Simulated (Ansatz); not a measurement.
## La2O3 (P-3m1): the host for defect calculations

Before any defect goes in: La2O3 (P-3m1) at rest, and how it screens a charge.

Program: Ansatz 0.2.0. Level of theory: plane-wave PAW DFT, PBEsol; relaxation of the host's cell and atoms; PAW set soft_1, in the first sound run; inputs show where later runs differ. Results are calculated unless marked as measured.

Most raw output is cut from this account.

## Step 1: Starting point

It takes space group P-3m1 (No. 164, trigonal). The conventional cell has a = 3.931 Å, b = 3.931 Å, c = 6.112 Å, α = 90.00°, β = 90.00°, γ = 120.00°. Nearest to La lie 7 O at 2.36 to 2.72 Å. Nearest to O lie 4 La at 2.36 to 2.44 Å. O has 6 La at 2.72 Å nearest. Farther neighbours and most contacts between anions are not listed.

## Step 2: Host cell relaxation

Cell and atoms are relaxed together, until forces and stress fall under their thresholds.

cell/input.yaml reads:

```yaml
crystal:
  lattice:
    - [3.9307779, 0.0, 0.0]
    - [-1.9653889, 3.4041535, 0.0]
    - [0.0, 0.0, 6.1119535]
  atoms:
    - { symbol: La, position: [0.66666667, 0.33333333, 0.75376432] }
    - { symbol: La, position: [0.33333333, 0.66666667, 0.24623568] }
    - { symbol: O, position: [0.66666667, 0.33333333, 0.35410935] }
    - { symbol: O, position: [0.33333333, 0.66666667, 0.64589065] }
    - { symbol: O, position: [0.0, 0.0, 0.0] }
basis:
  ecutwfc: 420
  xc_grid: 2
hamiltonian:
  xc: pbesol
  pseudopotentials: { kind: paw, azcp: { folder: soft_1 }, xc_functional: pbe }
kpoints:
  mp_grid: { grid: [8, 8, 5] }
scf:
  occupations: { method: fixed }
  max_iter: 100
relax:
  f_tol: 0.005
  max_steps: 60
  cell: {}
output:
  forces: true
  stress: true
checkpoint:
  write: "../cell.run"
  compress: false
  write_wavefunctions: false
  write_every: 100000
```

Command:

```sh
$ ansatz run input.yaml --threads 32 --pin off --max-ram 56524MiB --backend cuda --events-out ev --progress --plain --runs-dir out --max-vram 78GiB
```

Run time: 3.9 s. Hardware: 1 × NVIDIA GB200 with 32 threads of Arm Neoverse V2, shared host; peak memory 1 GiB.

Relaxation path:

```
step  energy less that of the first step (eV)  largest force component (eV/Å)  pressure (GPa)  volume (Å³)
   1                                   0.0000                          0.0915           -2.99        81.78
   2                                   0.0308                          0.3036            5.26        76.69
   3                                  -0.0204                          0.0245           -0.16        79.99
   4                                  -0.0207                          0.0124            0.01        79.88
   5                                  -0.0208                          0.0008            0.00        79.88
   6                                  -0.0179                          0.0009           -0.07        79.88
   7                                  -0.0180                          0.0010            0.00        79.83
  8*                                  -0.0179                          0.0010            0.00        79.83
```

Relaxation steps marked * repeat the geometry before them on a plane-wave basis chosen anew for their cell, so energy and pressure can jump there. The log counts 2 steps on a newly chosen plane-wave basis, not all of them marked here; energy and pressure can jump at such steps. Relaxation step 2 was tried and not accepted.

```
conventional cell, symmetrised  before  after  change
                         a (Å)   3.931  3.906  -0.6 %
                         b (Å)   3.931  3.906  -0.6 %
                         c (Å)   6.112  6.041  -1.2 %
              volume (Å³/atom)   16.36  15.97  -2.4 %
```

Final coordinates:

```xyz
5
Lattice="3.9062 0.0000 0.0000 -1.9531 3.3829 0.0000 0.0000 0.0000 6.0410" Properties=species:S:1:pos:R:3 pbc="T T T"
La    1.9531    1.1276    4.5587
La    0.0000    2.2552    1.4823
O     1.9531    1.1276    2.1385
O     0.0000    2.2552    3.9025
O     0.0000    0.0000    0.0000
```

Numbers from this step:

* pressure: 3.21e-4 GPa

The relaxation ends with a largest force component of 9.7e-4 eV/Å and a pressure of 0.00 GPa.

## Step 3: Dielectric tensors of the host

The response to a uniform electric field gives the electronic dielectric tensor.

This step: plane-wave PAW DFPT, PBEsol; dielectric tensors, Born charges and zone-centre modes of the host; PAW set soft_1 (Ansatz 0.2.0).

eps/input.yaml reads:

```yaml
crystal:
  lattice:
    - [3.906204012, -2.87e-08, 0.0]
    - [-1.9531019812, 3.3828719211, 0.0]
    - [0.0, 0.0, 6.0410251325]
  atoms:
    - { symbol: La, position: [0.6666666667, 0.3333333333, 0.7546199911] }
    - { symbol: La, position: [0.3333333333, 0.6666666667, 0.2453800089] }
    - { symbol: O, position: [0.6666666667, 0.3333333333, 0.3539967299] }
    - { symbol: O, position: [0.3333333333, 0.6666666667, 0.6460032701] }
    - { symbol: O, position: [0.0, 0.0, 0.0] }
basis:
  ecutwfc: 420
hamiltonian:
  xc: pbesol
  pseudopotentials: { kind: paw, azcp: { folder: soft_1 }, xc_functional: pbe }
kpoints:
  mp_grid: { grid: [7, 7, 4] }
scf:
  occupations: { method: fixed }
  max_iter: 100
phonons:
  method: dfpt
  dielectric: true
  rigid_motions: translations
```

Run time: 13 s. Hardware: 1 × NVIDIA GB200 with 32 threads; peak memory 2 GiB; 1.7 min of CPU time.

Electronic dielectric tensor:

```
4.91 0.00 0.00
0.00 4.91 0.00
0.00 0.00 4.84
```

Static dielectric tensor:

```
26.30  0.00  0.00
 0.00 26.30  0.00
 0.00  0.00 27.07
```

The principal values of the electronic dielectric tensor are 4.84, 4.91 and 4.91. The principal values of the static dielectric tensor are 26.30, 26.30 and 27.07.

## Step 4: Primitive cell on a dense mesh

A dense mesh gives the host's converged energy, against which the supercell's sampling is tested.

This step: plane-wave PAW DFT, PBEsol; single point of the host's primitive cell on a dense mesh; PAW set soft_1 (Ansatz 0.2.0).

dense/input.yaml, as its differences from eps/input.yaml of step 3:

```diff
@@ -13,2 +13,3 @@
   ecutwfc: 420
+  xc_grid: 2
 hamiltonian:
@@ -17,9 +18,5 @@
 kpoints:
-  mp_grid: { grid: [7, 7, 4] }
+  mp_grid: { grid: [8, 8, 5] }
 scf:
-  occupations: { method: fixed }
-  max_iter: 100
-phonons:
-  method: dfpt
-  dielectric: true
-  rigid_motions: translations
+  occupations: { method: fermi_dirac, width: 0.01 }
+  max_iter: 80
```

Wall time 0.99 s (1 × NVIDIA GB200 with 32 threads); peak memory 0.97 GiB; 2.6 s of CPU time.

## Step 5: Self-consistent run

This step: plane-wave PAW DFT, PBEsol; single point of the defect-free supercell, a test of its k-points; PAW set soft_1 (Ansatz 0.2.0).

System of this step: La2O3 (P-3m1). The cell holds 90 atoms: 36 La and 54 O. Cell: a = 11.719 Å, b = 11.719 Å, c = 12.082 Å, α = 90.0°, β = 90.0°, γ = 120.0°.

pristine.sampling/input.yaml reads:

```yaml
crystal:
  lattice:
    - [11.7186120361, -8.61e-08, 0.0]
    - [-5.8593059435, 10.1486157634, 0.0]
    - [0.0, 0.0, 12.082050265]
  atoms:
    - { symbol: La, position: [0.2222222222, 0.1111111111, 0.3773099956] }
    - { symbol: La, position: [0.1111111111, 0.2222222222, 0.1226900044] }
    - { symbol: O, position: [0.2222222222, 0.1111111111, 0.1769983649] }
    - { symbol: O, position: [0.1111111111, 0.2222222222, 0.323001635] }
    - { symbol: O, position: [0.0, 0.0, 0.0] }
    - { symbol: La, position: [0.2222222222, 0.1111111111, 0.8773099956] }
    - { symbol: La, position: [0.1111111111, 0.2222222222, 0.6226900044] }
    - { symbol: O, position: [0.2222222222, 0.1111111111, 0.676998365] }
    - { symbol: O, position: [0.1111111111, 0.2222222222, 0.823001635] }
    - { symbol: O, position: [0.0, 0.0, 0.5] }
    - { symbol: La, position: [0.2222222222, 0.4444444444, 0.3773099956] }
    - { symbol: La, position: [0.1111111111, 0.5555555556, 0.1226900044] }
    - { symbol: O, position: [0.2222222222, 0.4444444444, 0.1769983649] }
    - { symbol: O, position: [0.1111111111, 0.5555555556, 0.323001635] }
    - { symbol: O, position: [0.0, 0.3333333333, 0.0] }
    - { symbol: La, position: [0.2222222222, 0.4444444444, 0.8773099956] }
    - { symbol: La, position: [0.1111111111, 0.5555555556, 0.6226900044] }
    - { symbol: O, position: [0.2222222222, 0.4444444444, 0.676998365] }
    - { symbol: O, position: [0.1111111111, 0.5555555556, 0.823001635] }
    - { symbol: O, position: [0.0, 0.3333333333, 0.5] }
    - { symbol: La, position: [0.2222222222, 0.7777777778, 0.3773099956] }
    - { symbol: La, position: [0.1111111111, 0.8888888889, 0.1226900044] }
    - { symbol: O, position: [0.2222222222, 0.7777777778, 0.1769983649] }
    - { symbol: O, position: [0.1111111111, 0.8888888889, 0.323001635] }
    - { symbol: O, position: [0.0, 0.6666666667, 0.0] }
    - { symbol: La, position: [0.2222222222, 0.7777777778, 0.8773099956] }
    - { symbol: La, position: [0.1111111111, 0.8888888889, 0.6226900044] }
    - { symbol: O, position: [0.2222222222, 0.7777777778, 0.676998365] }
    - { symbol: O, position: [0.1111111111, 0.8888888889, 0.823001635] }
    - { symbol: O, position: [0.0, 0.6666666667, 0.5] }
    - { symbol: La, position: [0.5555555556, 0.1111111111, 0.3773099956] }
    - { symbol: La, position: [0.4444444444, 0.2222222222, 0.1226900044] }
    - { symbol: O, position: [0.5555555556, 0.1111111111, 0.1769983649] }
    - { symbol: O, position: [0.4444444444, 0.2222222222, 0.323001635] }
    - { symbol: O, position: [0.3333333333, 0.0, 0.0] }
    - { symbol: La, position: [0.5555555556, 0.1111111111, 0.8773099956] }
    - { symbol: La, position: [0.4444444444, 0.2222222222, 0.6226900044] }
    - { symbol: O, position: [0.5555555556, 0.1111111111, 0.676998365] }
    - { symbol: O, position: [0.4444444444, 0.2222222222, 0.823001635] }
    - { symbol: O, position: [0.3333333333, 0.0, 0.5] }
    - { symbol: La, position: [0.5555555556, 0.4444444444, 0.3773099956] }
    - { symbol: La, position: [0.4444444444, 0.5555555556, 0.1226900044] }
    - { symbol: O, position: [0.5555555556, 0.4444444444, 0.1769983649] }
    - { symbol: O, position: [0.4444444444, 0.5555555556, 0.323001635] }
    - { symbol: O, position: [0.3333333333, 0.3333333333, 0.0] }
    - { symbol: La, position: [0.5555555556, 0.4444444444, 0.8773099956] }
    - { symbol: La, position: [0.4444444444, 0.5555555556, 0.6226900044] }
    - { symbol: O, position: [0.5555555556, 0.4444444444, 0.676998365] }
    - { symbol: O, position: [0.4444444444, 0.5555555556, 0.823001635] }
    - { symbol: O, position: [0.3333333333, 0.3333333333, 0.5] }
    - { symbol: La, position: [0.5555555556, 0.7777777778, 0.3773099956] }
    - { symbol: La, position: [0.4444444444, 0.8888888889, 0.1226900044] }
    - { symbol: O, position: [0.5555555556, 0.7777777778, 0.1769983649] }
    - { symbol: O, position: [0.4444444444, 0.8888888889, 0.323001635] }
    - { symbol: O, position: [0.3333333333, 0.6666666667, 0.0] }
    - { symbol: La, position: [0.5555555556, 0.7777777778, 0.8773099956] }
    - { symbol: La, position: [0.4444444444, 0.8888888889, 0.6226900044] }
    - { symbol: O, position: [0.5555555556, 0.7777777778, 0.676998365] }
    - { symbol: O, position: [0.4444444444, 0.8888888889, 0.823001635] }
    - { symbol: O, position: [0.3333333333, 0.6666666667, 0.5] }
    - { symbol: La, position: [0.8888888889, 0.1111111111, 0.3773099956] }
    - { symbol: La, position: [0.7777777778, 0.2222222222, 0.1226900044] }
    - { symbol: O, position: [0.8888888889, 0.1111111111, 0.1769983649] }
    - { symbol: O, position: [0.7777777778, 0.2222222222, 0.323001635] }
    - { symbol: O, position: [0.6666666667, 0.0, 0.0] }
    - { symbol: La, position: [0.8888888889, 0.1111111111, 0.8773099956] }
    - { symbol: La, position: [0.7777777778, 0.2222222222, 0.6226900044] }
    - { symbol: O, position: [0.8888888889, 0.1111111111, 0.676998365] }
    - { symbol: O, position: [0.7777777778, 0.2222222222, 0.823001635] }
    - { symbol: O, position: [0.6666666667, 0.0, 0.5] }
    - { symbol: La, position: [0.8888888889, 0.4444444444, 0.3773099956] }
    - { symbol: La, position: [0.7777777778, 0.5555555556, 0.1226900044] }
    - { symbol: O, position: [0.8888888889, 0.4444444444, 0.1769983649] }
    - { symbol: O, position: [0.7777777778, 0.5555555556, 0.323001635] }
    - { symbol: O, position: [0.6666666667, 0.3333333333, 0.0] }
    - { symbol: La, position: [0.8888888889, 0.4444444444, 0.8773099956] }
    - { symbol: La, position: [0.7777777778, 0.5555555556, 0.6226900044] }
    - { symbol: O, position: [0.8888888889, 0.4444444444, 0.676998365] }
    - { symbol: O, position: [0.7777777778, 0.5555555556, 0.823001635] }
    - { symbol: O, position: [0.6666666667, 0.3333333333, 0.5] }
    - { symbol: La, position: [0.8888888889, 0.7777777778, 0.3773099956] }
    - { symbol: La, position: [0.7777777778, 0.8888888889, 0.1226900044] }
    - { symbol: O, position: [0.8888888889, 0.7777777778, 0.1769983649] }
    - { symbol: O, position: [0.7777777778, 0.8888888889, 0.323001635] }
    - { symbol: O, position: [0.6666666667, 0.6666666667, 0.0] }
    - { symbol: La, position: [0.8888888889, 0.7777777778, 0.8773099956] }
    - { symbol: La, position: [0.7777777778, 0.8888888889, 0.6226900044] }
    - { symbol: O, position: [0.8888888889, 0.7777777778, 0.676998365] }
    - { symbol: O, position: [0.7777777778, 0.8888888889, 0.823001635] }
    - { symbol: O, position: [0.6666666667, 0.6666666667, 0.5] }
basis:
  ecutwfc: 420
  xc_grid: 2
hamiltonian:
  xc: pbesol
  pseudopotentials: { kind: paw, azcp: { folder: soft_1 }, xc_functional: pbe }
kpoints:
  mp_grid: { grid: [1, 1, 1], shift: [0.25, 0.25, 0.25] }
scf:
  occupations: { method: fermi_dirac, width: 0.01 }
  max_iter: 80
```

Elapsed: 1.4 s, on 1 × NVIDIA GB200 with 32 threads; peak memory 1.4 GiB; 4 s of CPU time.

This step gave:

- energy over dense mesh: 4.01e-4 eV/atom

## Step 6: Defect free supercell relaxed from its symmetric sites

This cell, the one that will hold the defects, is built from the relaxed host. Its coarser k-points can move the atoms a little, so it is relaxed from the symmetric sites, as the reference for the test of stability.

This step: plane-wave PAW DFT, PBEsol; relaxation of the defect-free supercell from its symmetric sites; PAW set soft_1 (Ansatz 0.2.0).

pristine.symmetric/input.yaml, as its differences from pristine.sampling/input.yaml of step 5:

```diff
@@ -107 +107,12 @@
   max_iter: 80
+output:
+  forces: true
+relax:
+  f_tol: 0.01
+  max_steps: 60
+  escape_saddle: false
+checkpoint:
+  write: "../pristine.symmetric.run"
+  compress: false
+  write_wavefunctions: false
+  write_every: 100000
```

It took 2.5 s on 1 × NVIDIA GB200 with 32 threads; peak memory 1.4 GiB.

Hardly anything moved in the relaxation; the energy changed by under 0.2 meV an atom.

## Step 7: Defect free supercell relaxed from displaced atoms

This step: plane-wave PAW DFT, PBEsol; relaxation of the defect-free supercell from random displacements, a test of the host's stability; PAW set soft_1 (Ansatz 0.2.0).

pristine.rattled/input.yaml, as its differences from pristine.symmetric/input.yaml of step 6:

```diff
@@ -111,6 +111,6 @@
   f_tol: 0.01
-  max_steps: 60
-  escape_saddle: false
+  max_steps: 120
+  random_displacement: { amplitude: 0.08, seed: 3989 }
 checkpoint:
-  write: "../pristine.symmetric.run"
+  write: "../pristine.rattled.run"
   compress: false
```

Elapsed: 5.5 s, on 1 × NVIDIA GB200 with 32 threads; peak memory 1.4 GiB; 21 s of CPU time.

Step by step:

```
step  energy less that of the first step (eV)  largest force component (eV/Å)
   1                                   0.0000                          2.1201
   2                                  -0.1699                          2.0793
   3                                  -2.7393                          0.0442
   4                                  -2.7394                          0.0443
   5                                  -2.6811                          0.2382
   6                                  -2.7427                          0.0287
   7                                  -2.7433                          0.0027
   8                                  -2.7433                          0.0027
```

Relaxation step 5 was tried and not accepted.

The relaxation ends 30 meV an atom lower than the displaced start, with a largest force component of 0.0027 eV/Å.

## Step 8: Outcome

| Quantity | Value |
| --- | --- |
| primitive cell vectors, lengths | 3.906, 3.906, 6.041 Å |
| electronic dielectric constant | principal values (4.84, 4.91, 4.91) |
| static dielectric constant | principal values (26.30, 26.30, 27.07) |
| gap on the k-mesh of the response run (PBEsol) | 3.86 eV |
| supercell relaxed in its symmetry less the displaced and relaxed one | 0.000 eV |
| energy an atom at one point at (¼, ¼, ¼) less that on the dense mesh | 0.000 eV |

In words: Step 7: The energy fell by 2.743 eV from the randomly displaced start; the atoms end within 0.005 Å of the sites as typed, once the mean shift is taken out. The displaced cell ends within 0.01 eV of the symmetric one relaxed in its symmetry, so no lower structure shows in this supercell. The k-mesh can miss the band edges, so this gap is an upper bound at this level. All at zero temperature.

[Logs are printed without paths, hosts, clocks, repeated set-up lines and the standing remarks that a program may print on its own settings, such as how far it seeks lower states.]

[Hosts, paths, dates, database ids (printed as entryN), source tags and the programs' standing remarks are cut or masked in the printed files.]

[Runs of the host that timed out are not shown.]

[For some hosts the program warned that the k-mesh of the response run may be too coarse for force constants and the static dielectric constant; such warnings are not always shown.]
